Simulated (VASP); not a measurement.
Ca:

```
CELL_PARAMETERS angstrom
-2.24000 2.24000 2.24000
2.24000 -2.24000 2.24000
2.24000 2.24000 -2.24000
ATOMIC_POSITIONS crystal
Ca 0.00000 0.00000 0.00000
```

This isn't the form of Ca at room conditions, which is fcc.

- Program: VASP 6.6.1
- Task: relaxation of cell and atoms
- Functional: r2SCAN
- Potentials or basis: VASP PAW PBE potentials, release 64 (Ca_sv)
- Cutoff: 600 eV
- k mesh: 8 × 8 × 8
- Occupations: fermi-dirac, width 0.05 eV
- Spin: no spin polarisation

At the start: pressure -0.6 GPa; volume 44.96 Å³/atom.

Problem. How do energy, volume and symmetry change on relaxing?

Solution. Over 3 steps the energy falls by 2.5 meV/atom and the volume is 43.58 Å³/atom (-3.1 %); space group Im-3m (No. 229, to 0.05 Å).

The path:
```
step  energy change (eV)  largest force (eV/Å)  pressure (GPa)  volume (Å³)
   1              0.0000                0.0000           -0.55        44.96
   2             -0.0023                0.0000           -0.17        43.96
   3             -0.0025                0.0000           -0.02        43.58
```

Final structure:
```
CELL_PARAMETERS angstrom
-2.21680 2.21680 2.21680
2.21680 -2.21680 2.21680
2.21680 2.21680 -2.21680
ATOMIC_POSITIONS crystal
Ca 0.00000 0.00000 0.00000
```

Caveat: the PAW data sets were made with another functional, which shifts forces and pressure a little.
